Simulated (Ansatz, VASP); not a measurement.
**One calculation of KI, two programs**

File INCAR:

```
PREC = Accurate ; ENCUT = 520
EDIFF = 1E-7 ; ISMEAR = -1
SIGMA = 0.05 ; LREAL = F
LASPH = T ; NELM = 60
ALGO = Normal ; ISIF = 2
LWAVE = F ; LCHARG = F
GGA = PE ; NBANDS = 15
```

The input KPOINTS:

```
regular mesh
0
Gamma
  6 6 6
```

Contents of POSCAR:

```
KI
1.0
    4.2623958146      0.0000000000      0.0000000000
    0.0000000000      4.2623958146      0.0000000000
    0.0000000000      0.0000000000      4.2623958146
I K
1 1
Direct
    0.5000000000      0.5000000000      0.5000000000
    0.0000000000      0.0000000000      0.0000000000
```

input.yaml

```yaml
crystal:
  lattice:
    - [4.2623958146, 0.0, 0.0]
    - [0.0, 4.2623958146, 0.0]
    - [0.0, 0.0, 4.2623958146]
  atoms:
    - { symbol: I, position: [0.5, 0.5, 0.5] }
    - { symbol: K, position: [0.0, 0.0, 0.0] }
hamiltonian:
  xc: pbe
  pseudopotentials: { kind: paw }
kpoints:
  mp_grid: { grid: [6, 6, 6] }
scf:
  occupations: { method: fermi_dirac, width: 0.05 }
output:
  forces: true
  stress: true
  eigenvalues: true
  write_density: true
  write_potential: true
  elf: true
  volumetric_format: npy
```

Change from the starting cell: volume scaled by 0.98.

Alike in both runs: task single point; functional PBE; k mesh 6 × 6 × 6; occupations fermi-dirac, width 0.05 eV; no spin polarisation.

|  | VASP | Ansatz |
| --- | --- | --- |
| version | VASP 6.6.1 | Ansatz 0.2.0 |
| potentials or method | VASP PAW PBE potentials, release 64 (I, K_sv) | Ansatz PAW |
| plane-wave cutoff (eV) | 520 | 420 |
| valence electrons in the cell | 16 | 26 |

```csv
,VASP,Ansatz,Ansatz less VASP
gap on the k mesh at the Fermi level (eV),3.38,3.39,+0.004
least direct gap on the mesh (eV),3.75,3.76,+0.003
pressure (GPa),0.8,0.8,-0.03
```

The functional is the same, so the differences come from potentials, cutoffs and numerics. The two sets of potentials don't hold the same shells in valence.

Caveats: spin-orbit coupling is left out, which moves the levels of the heavy elements. A k mesh can miss the band edges.
